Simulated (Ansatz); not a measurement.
# CuO: energy against total moment, part 2 of 2

Aim: map the free energy of CuO against its total moment. A free run comes first, then runs with N↑ − N↓ held fixed. System: CuO, its deposited structure (space group C2/c); the cell holds 4 atoms. Source: COD entry 9016105; the sample's temperature and pressure aren't taken into account.

Ansatz 0.2.0; DFT PBE+U, PAW, plane waves, scalar-relativistic; U − J = 4 eV on Cu d.

## (3) Total moment fixed at 0 μB

File input.yaml:

```yaml
crystal:
  lattice:
    - [2.34165, -1.7104, 0.0]
    - [2.34165, 1.7104, 0.0]
    - [-0.85251, 0.0, 5.05806]
  atoms:
    - { symbol: Cu, position: [0.0, 0.5, 0.0] }
    - { symbol: Cu, position: [0.5, 0.0, 0.5] }
    - { symbol: O, position: [0.5821, 0.4179, 0.25] }
    - { symbol: O, position: [0.4179, 0.5821, 0.75] }
magnetization:
  spin_polarized: true
  initial_magnetization: 0
  spin_locking: { lock_magnetization: hard }
hamiltonian:
  xc: pbe
  pseudopotentials: { kind: paw }
  hubbard: { sites: [{ species: Cu, l: d, u_eff: 4.0 }] }
basis:
  ecutwfc: 420
kpoints:
  mp_grid: { grid: [8, 8, 4] }
scf:
  occupations: { method: gaussian, width: 0.02 }
  lower_state_search: "off"
  max_iter: 150
output:
  forces: true
  stress: true
```

Started as:

```
ansatz run input.yaml --threads 2 --pin off --max-ram 5120MiB --backend cpu --events-out ev --progress --plain --runs-dir out
```

Log, shortened:

```text
Warning: output.stress: scf.convergence.dr2_threshold = 1e-7 eV (the SCF's general default) is looser than the 4e-10 eV advised for a printed stress (1e-10 eV for each atom of the cell: 4). What an SCF threshold leaves in a stress goes as its square root, and in the free energy as the [...]
[... 13 lines as in an earlier run ...]
Bands: 30, of which v1, the nominal top of the filled ones, is band 25 counted from 1 (24 counted from 0)
[... 11 lines as in an earlier run ...]
[...]
SCF iter   1: F=—  HF=-14380.321302 eV  |F-HF|=—  |Δ(HF+E_count)|=         —  Δρ=3.75e-2 (↑3.75e-2 ↓3.75e-2)  dr2=1.42e0  dr2_m=0.00e0  M=0.000 μB ∫|m|=0.000 μB  β_m=0.30  ethr=2.82e-3  ⟨swp⟩=1.0  Hψ=11100  notcnv=0
[...]
[... 1 line as in an earlier run ...]
[...]
spin=Collinear: Resta preconditioning applied to the charge; magnetization (m = ρ↑ − ρ↓) channel mixes plain (no charge-response kernel on spin).
[...]
Magnetization: 0.0000 μB (25.0000 up, 25.0000 down)
Absolute magnetization: 0.0000 μB (∫|ρ↑−ρ↓|)
Spin contamination: 0.0000 ħ² per cell (⟨S²⟩ above its minimum at these occupations)
Per-site moments (μB) at R_I (Å): [(0.0, 0.8048283068614973), (0.0, 0.8048283068614972), (0.0, 0.8048283068614973), (0.0, 0.8048283068614972)]
Free energy (F): -14380.589627 eV
[...]
E sigma→0 (E₀):  -14380.589397 eV
Entropy (-TS):   -0.000461 eV (-0.115 meV/atom)
Fermi energy:    11.807810 (↑ 11.807810, ↓ 11.807810) eV
[...]
--- Forces (eV/Å), atoms counted from 1 ---
  atom   1  Cu     0.00000000     0.00000000    -0.00000000
  atom   2  Cu     0.00000000     0.00000000     0.00000000
  atom   3  O      0.00000000     0.18341469    -0.00000000
  atom   4  O     -0.00000000    -0.18341469     0.00000000
[...]
--- Stress (GPa, compression-positive) ---
        7.938433      -0.000000      -1.324724
       -0.000000       7.952056      -0.000000
       -1.324729      -0.000000       6.971320
  P = ⅓ Tr σ = 7.6206 GPa (76.206 kbar)
Occupation matrices written to <dir>
```

Wall time 3.6 s (2 threads of Arm Neoverse V2, shared host); peak memory 0.45 GiB.

Site moments Cu1 0.00, Cu2 0.00 μB, total 0.00 μB; the free energy is 102 meV per cell above that of step 2.

## (4) Total moment fixed at 4 μB

Changes to input.yaml since step 3:

```diff
@@ -6,4 +6,4 @@
   atoms:
-    - { symbol: Cu, position: [0.0, 0.5, 0.0] }
-    - { symbol: Cu, position: [0.5, 0.0, 0.5] }
+    - { symbol: Cu, position: [0.0, 0.5, 0.0], spin: 2.0 }
+    - { symbol: Cu, position: [0.5, 0.0, 0.5], spin: 2.0 }
     - { symbol: O, position: [0.5821, 0.4179, 0.25] }
@@ -12,3 +12,3 @@
   spin_polarized: true
-  initial_magnetization: 0
+  initial_magnetization: 4
   spin_locking: { lock_magnetization: hard }
```

Started as:

```
ansatz run input.yaml --threads 2 --pin off --max-ram 5120MiB --backend cpu --events-out ev --progress --plain --runs-dir out
```

Log, shortened:

```text
[... 14 lines as in an earlier run ...]
Bands: 33, of which v1, the nominal top of the filled ones, is band 25 counted from 1 (24 counted from 0)
[... 10 lines as in an earlier run ...]
Starting moments: Σ|m| = 4 μB on 2 of 4 sites
[... 2 lines as in an earlier run ...]
[...]
SCF iter   1: F=—  HF=-14372.185053 eV  |F-HF|=—  |Δ(HF+E_count)|=         —  Δρ=1.43e-1 (↑1.43e-1 ↓9.53e-2)  dr2=1.25e0  dr2_m=4.83e0  M=4.000 μB ∫|m|=4.000 μB  β_m=0.30  ethr=2.51e-3  ⟨swp⟩=1.0  Hψ=25206  notcnv=0
[...]
[... 1 line as in an earlier run ...]
[...]
SCF iter  13: F=-14374.459574 eV  HF=-14374.459574 eV  |F-HF|=2.95e-9  |Δ(HF+E_count)|=   1.75e-8  Δρ=2.25e-6 (↑1.04e-6 ↓2.25e-6)  dr2=2.43e-9  dr2_m=2.65e-10  M=4.000 μB ∫|m|=4.000 μB  ethr=2.00e-10  ⟨swp⟩=3.1  Hψ=13532  notcnv=0
[...]
Spin contamination: 0.0048 ħ² per cell (⟨S²⟩ above its minimum at these occupations)
Per-site moments (μB) at R_I (Å): [(0.811709375704619, 0.8048283068614973), (0.8117093757046185, 0.8048283068614972), (0.7930686199556388, 0.8048283068614973), (0.7930686199556387, 0.8048283068614972)]
Free energy (F): -14374.459574 eV
[...]
E sigma→0 (E₀):  -14374.459414 eV
Entropy (-TS):   -0.000321 eV (-0.080 meV/atom)
Fermi energy:    13.414379 (↑ 16.943439, ↓ 9.885318) eV
[... 17 lines left out: energy terms ...]
--- Forces (eV/Å), atoms counted from 1 ---
  atom   1  Cu     0.00000000     0.00000000    -0.00000000
  atom   2  Cu     0.00000000     0.00000000     0.00000000
  atom   3  O     -0.00000000     0.01739443    -0.00000000
  atom   4  O      0.00000000    -0.01739443     0.00000000
[...]
--- Stress (GPa, compression-positive) ---
       19.642393      -0.000000       0.914925
       -0.000000      29.934568      -0.000000
        0.914922      -0.000000      31.794007
  P = ⅓ Tr σ = 27.1237 GPa (271.237 kbar)
Occupation matrices written to <dir>
```

Run time: 7.6 s. Hardware: 2 threads of Arm Neoverse V2, shared host; peak memory 0.47 GiB.

Site moments Cu1 0.81, Cu2 0.81, O3 0.79, O4 0.79 μB, total 4.00 μB; the free energy is 6232 meV per cell above that of step 2.

## (5) Total moment fixed at 2 μB

Changes to input.yaml since step 4:

```diff
@@ -6,4 +6,4 @@
   atoms:
-    - { symbol: Cu, position: [0.0, 0.5, 0.0], spin: 2.0 }
-    - { symbol: Cu, position: [0.5, 0.0, 0.5], spin: 2.0 }
+    - { symbol: Cu, position: [0.0, 0.5, 0.0], spin: 1.0 }
+    - { symbol: Cu, position: [0.5, 0.0, 0.5], spin: 1.0 }
     - { symbol: O, position: [0.5821, 0.4179, 0.25] }
@@ -12,3 +12,3 @@
   spin_polarized: true
-  initial_magnetization: 4
+  initial_magnetization: 2
   spin_locking: { lock_magnetization: hard }
```

Started as:

```
ansatz run input.yaml --threads 2 --pin off --max-ram 5120MiB --backend cpu --events-out ev --progress --plain --runs-dir out
```

Log, shortened:

```text
[... 25 lines as in an earlier run ...]
Starting moments: Σ|m| = 2 μB on 2 of 4 sites
[... 2 lines as in an earlier run ...]
[...]
SCF iter   1: F=—  HF=-14379.314221 eV  |F-HF|=—  |Δ(HF+E_count)|=         —  Δρ=8.01e-2 (↑4.65e-2 ↓8.01e-2)  dr2=4.55e-1  dr2_m=1.32e0  M=2.000 μB ∫|m|=2.004 μB  β_m=0.30  ethr=9.02e-4  ⟨swp⟩=1.0  Hψ=24253  notcnv=0
[...]
[... 1 line as in an earlier run ...]
[...]
SCF iter  10: F=-14380.685023 eV  HF=-14380.685023 eV  |F-HF|=1.20e-9  |Δ(HF+E_count)|=   8.76e-8  Δρ=6.22e-6 (↑2.31e-6 ↓6.22e-6)  dr2=1.98e-8  dr2_m=2.00e-9  M=2.000 μB ∫|m|=2.072 μB  ethr=2.00e-10  ⟨swp⟩=3.2  Hψ=13629  notcnv=0
[...]
SCF converged after 10 iterations
[... 1 line as in an earlier run ...]
Magnetization: 2.0000 μB (26.0000 up, 24.0000 down)
Absolute magnetization: 2.0495 μB (∫|ρ↑−ρ↓|, with the PAW one-centre terms)
Spin contamination: 0.0029 ħ² per cell (⟨S²⟩ above its minimum at these occupations)
Per-site moments (μB) at R_I (Å): [(0.6326147368844084, 0.8048283068614973), (0.6326147368844092, 0.8048283068614972), (0.3368838920111923, 0.8048283068614973), (0.336883892011192, 0.8048283068614972)]
Free energy (F): -14380.685023 eV
[...]
E sigma→0 (E₀):  -14380.685023 eV
Fermi energy:    11.925048 (↑ 12.865040, ↓ 11.161542) eV
[...]
--- Forces (eV/Å), atoms counted from 1 ---
  atom   1  Cu     0.00000000     0.00000000     0.00000000
  atom   2  Cu     0.00000000    -0.00000000     0.00000000
  atom   3  O      0.00000000     0.05734359    -0.00000000
  atom   4  O     -0.00000000    -0.05734359     0.00000000
[...]
--- Stress (GPa, compression-positive) ---
        7.792300       0.000000      -0.177476
       -0.000000       8.704095      -0.000000
       -0.177519      -0.000000       9.109089
  P = ⅓ Tr σ = 8.5352 GPa (85.352 kbar)
Occupation matrices written to <dir>
```

Wall time 6.1 s (2 threads of Arm Neoverse V2, shared host); peak memory 0.47 GiB.

Site moments Cu1 0.63, Cu2 0.63, O3 0.34, O4 0.34 μB, total 2.00 μB; the free energy is 7 meV per cell above that of step 2.

## (6) Parallel moments scaled by 0.1, free total moment

File input.yaml:

```yaml
crystal:
  lattice:
    - [2.34165, -1.7104, 0.0]
    - [2.34165, 1.7104, 0.0]
    - [-0.85251, 0.0, 5.05806]
  atoms:
    - { symbol: Cu, position: [0.0, 0.5, 0.0], spin: 0.1 }
    - { symbol: Cu, position: [0.5, 0.0, 0.5], spin: 0.1 }
    - { symbol: O, position: [0.5821, 0.4179, 0.25] }
    - { symbol: O, position: [0.4179, 0.5821, 0.75] }
magnetization:
  spin_polarized: true
hamiltonian:
  xc: pbe
  pseudopotentials: { kind: paw }
  hubbard: { sites: [{ species: Cu, l: d, u_eff: 4.0 }] }
basis:
  ecutwfc: 420
kpoints:
  mp_grid: { grid: [8, 8, 4] }
scf:
  occupations: { method: gaussian, width: 0.02 }
  lower_state_search: "off"
output:
  forces: true
  stress: true
  write_density: true
  write_potential: true
  elf: true
  volumetric_format: npy
```

Started as:

```
ansatz run input.yaml --threads 2 --pin off --max-ram 5120MiB --backend cpu --events-out ev --progress --plain --runs-dir out
```

Log:

```text
[... 13 lines as in an earlier run ...]
Bands: 31, of which v1, the nominal top of the filled ones, is band 25 counted from 1 (24 counted from 0)
[... 10 lines as in an earlier run ...]
Starting moments: Σ|m| = 0.2 μB on 2 of 4 sites
[... 2 lines as in an earlier run ...]
iter 1 solved again at ethr=2.78e-3 eV; its pass at ethr=3.10e-3 eV (dr2=1.39e0 eV) is discarded
SCF iter   1: F=—  HF=-14380.330388 eV  |F-HF|=—  |Δ(HF+E_count)|=         —  Δρ=4.33e-2 (↑3.25e-2 ↓4.33e-2)  dr2=1.40e0  dr2_m=2.71e-2  M=0.056 μB ∫|m|=0.061 μB  β_m=0.30  ethr=2.78e-3  ⟨swp⟩=1.0  Hψ=23139  notcnv=0
preconditioner: auto → Kerker (q_TF=auto, 2.826 Å⁻¹)  [metal: Δε(μ)=0.026 eV  Ē_g=13.359 eV  σ=0.020 eV  W_gap=0.48  n_scr=20 (ndim 8)  ℏωp=34.0 eV  f_vac=0.000  D(μ)=2.00/eV (n_scr^D=20)]
[... 1 line as in an earlier run ...]
SCF iter   2: F=—  HF=-14380.238901 eV  |F-HF|=—  |Δ(HF+E_count)|=   9.15e-2  Δρ=2.15e-2 (↑2.15e-2 ↓1.89e-2)  dr2=1.32e-1  dr2_m=1.19e-2  M=0.062 μB ∫|m|=0.066 μB  β_m=0.30  ethr=2.78e-3  ⟨swp⟩=2.0  Hψ=7161  notcnv=0
SCF iter   3: F=—  HF=-14380.382455 eV  |F-HF|=—  |Δ(HF+E_count)|=   1.44e-1  Δρ=1.63e-2 (↑1.63e-2 ↓1.41e-2)  dr2=8.00e-2  dr2_m=5.89e-3  M=0.063 μB ∫|m|=0.067 μB  β_m=0.30  ethr=2.64e-4  ⟨swp⟩=2.0  Hψ=8361  notcnv=0  defer=206
SCF iter   4: F=—  HF=-14380.537511 eV  |F-HF|=—  |Δ(HF+E_count)|=   1.55e-1  Δρ=5.78e-3 (↑5.78e-3 ↓2.80e-3)  dr2=1.54e-2  dr2_m=2.50e-3  M=0.070 μB ∫|m|=0.073 μB  β_m=0.30  ethr=1.60e-4  ⟨swp⟩=2.8  Hψ=9377  notcnv=0  defer=208
SCF iter   5: F=—  HF=-14380.564437 eV  |F-HF|=—  |Δ(HF+E_count)|=   2.69e-2  Δρ=5.56e-3 (↑5.56e-3 ↓2.73e-3)  dr2=2.16e-2  dr2_m=9.75e-4  M=0.077 μB ∫|m|=0.081 μB  β_m=0.30  ethr=3.08e-5  ⟨swp⟩=2.3  Hψ=7460  notcnv=0  defer=210
SCF iter   6: F=—  HF=-14380.573367 eV  |F-HF|=—  |Δ(HF+E_count)|=   8.93e-3  Δρ=2.48e-3 (↑1.72e-3 ↓2.48e-3)  dr2=1.82e-3  dr2_m=4.63e-4  M=0.081 μB ∫|m|=0.084 μB  β_m=0.30  ethr=3.08e-5  ⟨swp⟩=2.0  Hψ=7333  notcnv=0  defer=210
SCF iter   7: F=—  HF=-14380.581913 eV  |F-HF|=—  |Δ(HF+E_count)|=   8.55e-3  Δρ=2.96e-3 (↑1.77e-3 ↓2.96e-3)  dr2=5.09e-3  dr2_m=2.01e-4  M=0.085 μB ∫|m|=0.088 μB  β_m=1.00  ethr=3.63e-6  ⟨swp⟩=2.0  Hψ=10619  notcnv=0  defer=208
[... 2 lines left out ...]
SCF iter  10: F=—  HF=-14380.588696 eV  |F-HF|=—  |Δ(HF+E_count)|=   1.18e-3  Δρ=6.37e-4 (↑6.37e-4 ↓4.68e-4)  dr2=3.21e-4  dr2_m=1.68e-5  M=0.106 μB ∫|m|=0.110 μB  β_m=1.00  ethr=6.81e-7  ⟨swp⟩=2.0  Hψ=8600  notcnv=0  defer=208
SCF iter  11: F=—  HF=-14380.589310 eV  |F-HF|=—  |Δ(HF+E_count)|=   6.14e-4  Δρ=4.67e-4 (↑1.99e-4 ↓4.67e-4)  dr2=9.10e-5  dr2_m=1.95e-5  M=0.110 μB ∫|m|=0.114 μB  β_m=1.00  ethr=6.43e-7  ⟨swp⟩=2.2  Hψ=7119  notcnv=0  defer=208
SCF iter  12: F=—  HF=-14380.589743 eV  |F-HF|=—  |Δ(HF+E_count)|=   4.33e-4  Δρ=4.29e-4 (↑1.85e-4 ↓4.29e-4)  dr2=9.12e-5  dr2_m=1.13e-5  M=0.113 μB ∫|m|=0.117 μB  β_m=1.00  ethr=1.82e-7  ⟨swp⟩=1.0  Hψ=4634  notcnv=0  defer=208
SCF iter  13: F=—  HF=-14380.589988 eV  |F-HF|=—  |Δ(HF+E_count)|=   2.45e-4  Δρ=2.21e-4 (↑8.61e-5 ↓2.21e-4)  dr2=5.77e-6  dr2_m=7.94e-6  M=0.116 μB ∫|m|=0.120 μB  β_m=0.30  ethr=1.82e-7  ⟨swp⟩=2.0  Hψ=6447  notcnv=0  defer=208
Mixer restart at iter 13: flushing history
spin-set hold released at iteration 13 (site moments contracting): the magnetisation degrees of freedom join the quasi-Newton model from the next iteration; the mixer history was flushed
SCF iter  14: F=—  HF=-14380.590144 eV  |F-HF|=—  |Δ(HF+E_count)|=   1.56e-4  Δρ=3.49e-4 (↑1.62e-4 ↓3.49e-4)  dr2=1.46e-5  dr2_m=2.26e-5  M=0.118 μB ∫|m|=0.123 μB  β_m=0.58  ethr=1.15e-8  ⟨swp⟩=2.0  Hψ=6452  notcnv=0  defer=208
SCF iter  15: F=—  HF=-14380.590407 eV  |F-HF|=—  |Δ(HF+E_count)|=   2.63e-4  Δρ=6.38e-4 (↑6.38e-4 ↓5.32e-4)  dr2=8.67e-6  dr2_m=1.23e-4  M=0.132 μB ∫|m|=0.137 μB  β_m=0.82  ethr=1.15e-8  ⟨swp⟩=2.1  Hψ=8557  notcnv=0  defer=208
SCF iter  16: F=—  HF=-14380.590500 eV  |F-HF|=—  |Δ(HF+E_count)|=   9.30e-5  Δρ=9.13e-4 (↑7.87e-4 ↓9.13e-4)  dr2=9.14e-6  dr2_m=2.66e-4  M=0.147 μB ∫|m|=0.151 μB  β_m=0.91  ethr=1.15e-8  ⟨swp⟩=2.0  Hψ=8542  notcnv=0  defer=208
SCF iter  17: F=—  HF=-14380.590390 eV  |F-HF|=—  |Δ(HF+E_count)|=   1.10e-4  Δρ=8.07e-4 (↑4.01e-4 ↓8.07e-4)  dr2=6.38e-5  dr2_m=1.27e-4  M=0.128 μB ∫|m|=0.132 μB  β_m=0.59  ethr=1.15e-8  ⟨swp⟩=2.0  Hψ=8542  notcnv=0  defer=208
SCF iter  18: F=—  HF=-14380.590286 eV  |F-HF|=—  |Δ(HF+E_count)|=   1.05e-4  Δρ=6.41e-4 (↑6.41e-4 ↓6.40e-4)  dr2=4.43e-6  dr2_m=1.50e-4  M=0.118 μB ∫|m|=0.122 μB  β_m=0.25  ethr=1.15e-8  ⟨swp⟩=2.0  Hψ=8543  notcnv=0  defer=208
SCF iter  19: F=—  HF=-14380.590199 eV  |F-HF|=—  |Δ(HF+E_count)|=   8.70e-5  Δρ=8.18e-4 (↑6.89e-4 ↓8.18e-4)  dr2=1.21e-5  dr2_m=2.05e-4  M=0.113 μB ∫|m|=0.117 μB  β_m=0.61  ethr=8.86e-9  ⟨swp⟩=2.0  Hψ=7752  notcnv=0  defer=208
[... 33 lines left out ...]
SCF iter  51: F=—  HF=-14380.596264 eV  |F-HF|=—  |Δ(HF+E_count)|=   1.63e-7  Δρ=7.75e-6 (↑7.75e-6 ↓5.29e-6)  dr2=2.42e-8  dr2_m=6.81e-9  M=0.489 μB ∫|m|=0.509 μB  ethr=7.97e-12  ⟨swp⟩=5.3  Hψ=30005  notcnv=0
SCF iter  52: F=—  HF=-14380.596264 eV  |F-HF|=—  |Δ(HF+E_count)|=  3.20e-10  Δρ=3.83e-6 (↑2.00e-6 ↓3.83e-6)  dr2=1.39e-9  dr2_m=2.97e-9  M=0.489 μB ∫|m|=0.509 μB  ethr=7.97e-12  ⟨swp⟩=4.2  Hψ=25134  notcnv=0
SCF iter  53: F=-14380.596264 eV  HF=-14380.596264 eV  |F-HF|=2.27e-10  |Δ(HF+E_count)|=   1.76e-8  Δρ=8.02e-7 (↑6.53e-7 ↓8.02e-7)  dr2=1.97e-10  dr2_m=1.08e-10  M=0.488 μB ∫|m|=0.508 μB  ethr=2.78e-12  ⟨swp⟩=4.1  Hψ=25697  notcnv=0
SCF iter  54: F=-14380.596264 eV  HF=-14380.596264 eV  |F-HF|=2.33e-10  |Δ(HF+E_count)|=    0.00e0  Δρ=8.02e-7 (↑6.53e-7 ↓8.02e-7)  dr2=1.97e-10  dr2_m=1.08e-10  M=0.488 μB ∫|m|=0.508 μB  ethr=1.00e-12  ⟨swp⟩=4.0  Hψ=26503  notcnv=0
the last iteration of the SCF fills more bands at one k-point than at another: 24 at σ=↑ k=2 and 26 at σ=↑ k=20; 24 at σ=↓ k=0 and 26 at σ=↓ k=63 (a band counts as filled where it holds over half of its capacity, the bands of one level by their mean; [...]
SCF 1 converged in 54 iterations: F = -14380.596264 eV  dr2 = 1.97e-10
SCF converged after 54 iterations
Stability not told: the lowest value that the SCF's own minimisation read on its close, 6.5e-2 (residual 1.2e-3), is positive but too near zero to vouch for directions that it does not look along: no lower mode is shown, and none is ruled out
Magnetization: 0.4880 μB (25.2440 up, 24.7560 down)
Absolute magnetization: 0.5025 μB (∫|ρ↑−ρ↓|, with the PAW one-centre terms)
Spin contamination: 0.0058 ħ² per cell (⟨S²⟩ above its minimum at these occupations)
Per-site moments (μB) at R_I (Å): [(0.1646224551824833, 0.8048283068614973), (0.16462245518248322, 0.8048283068614972), (0.07396061764024785, 0.8048283068614973), (0.07396061764024787, 0.8048283068614972)]
Free energy (F): -14380.596264 eV
Harris-Foulkes:  -14380.596264 eV  (|F-HF|=2.33e-10)
Internal energy: -14380.595946 eV  (E = F + TS)
E sigma→0 (E₀):  -14380.596105 eV
Entropy (-TS):   -0.000319 eV (-0.080 meV/atom)
Fermi energy:    11.821193 eV
[... 17 lines left out: energy terms ...]
--- Forces (eV/Å), atoms counted from 1 ---
  atom   1  Cu     0.00000000     0.00000000     0.00000000
  atom   2  Cu     0.00000000    -0.00000000     0.00000000
  atom   3  O      0.00000000     0.15402942    -0.00000000
  atom   4  O     -0.00000000    -0.15402942     0.00000000
  max |Σ_I F_I| component: 0.00e0 eV/Å
--- Stress (GPa, compression-positive) ---
        7.776744      -0.000000      -1.207874
       -0.000000       7.876987      -0.000000
       -1.207873      -0.000000       7.300057
  P = ⅓ Tr σ = 7.6513 GPa (76.513 kbar)
[... 5 lines left out: bands ...]
Occupation matrices written to <dir>
```

It took 61 s on 2 threads of Arm Neoverse V2, shared host; peak memory 0.79 GiB.

Site moments Cu1 0.16, Cu2 0.16 μB, total 0.49 μB; the free energy is 95 meV per cell above that of step 2.

Axes a, b and c in the maps are those of this run's conventional cell (a, b, c = 4.683, 3.421, 5.129 Å).

Density in a lattice plane of the grid's cell (edges 4.68 and 5.13 Å, at 0.250 of the third edge), which holds Cu. It is the smooth density of the valence electrons, not physical close to the nuclei.

Ten even steps from '0' (0.06 e/Å³) to '9' (53.18 e/Å³):
```
0001355200000000000000
0000111000000000000000
0000000000000000000000
0000000000000000000000
0000000000000000000000
0000000000000000000000
0000000000000000000000
0000000000000000111000
0000000000000002553100
0000000000000014994100
0000000000000013552000
0000000000000001110000
0000000000000000000000
0000000000000000000000
0000000000000000000000
0000000000000000000000
0000000000000000000000
0000011100000000000000
0000255310000000000000
0001499410000000000000
```
Columns run along the first of these edges and rows up along the second, over one cell in 22 and 20 even steps from the bottom left corner. Atoms in the plane (fractional): Cu at (0.25, 0.00), Cu at (0.75, 0.50).

Spin density (up less down) in a lattice plane of the grid's cell (edges 4.68 and 5.13 Å, at 0.250 of the third edge), which holds Cu.

Ten even steps from '0' (0.00 e/Å³) to '9' (0.56 e/Å³):
```
0001365310000000000000
0000111100000000000000
0000000000000000000000
0000000000000000000000
0000000000000000000000
0000000000000000000000
0000000000000000000000
0000000000000001111000
0000000000000013563100
0000000000000004994000
0000000000000013653100
0000000000000001111000
0000000000000000000000
0000000000000000000000
0000000000000000000000
0000000000000000000000
0000000000000000000000
0000111100000000000000
0001356310000000000000
0000499400000000000000
```
Columns run along the first of these edges and rows up along the second, over one cell in 22 and 20 even steps from the bottom left corner. Atoms in the plane (fractional): Cu at (0.25, 0.00), Cu at (0.75, 0.50).

## (7) The curve

```
M (μB/cell)  above lowest (meV/cell)  moments of Cu1 Cu2 O3 O4 (μB)  pressure (GPa)
       0.00                      102            0.00 0.00 0.00 0.00             7.6
       2.00                        7            0.63 0.63 0.34 0.34             8.5
       4.00                     6232            0.81 0.81 0.79 0.79            27.1
```

The 5 runs of this session took 96 s in all, from 3.6 s to 61 s each.

M (μB), meV per cell and a bar:
```
     0.00        102 
     2.00          7 
     4.00       6232 ##############################
```

## (8) What came out

This closing draws on all 2 parts.

| quantity | value |
| --- | --- |
| lowest fixed-moment run | M = 2.00 μB, 7 meV above the lowest run |
| free runs end at | 1.92 μB (0 meV), 0.49 μB (95 meV) |
| cost of M = 0 (from this start; opposed moments can cost less) | 102 meV per cell |
| cost of the largest M | 6232 meV per cell at 4.00 μB |

What this shows: Of the moments tried, 2.00 μB costs least. The free SCF ends at 1.92 μB, and no fixed run lies below it. The free runs end 95 meV apart, in different states.
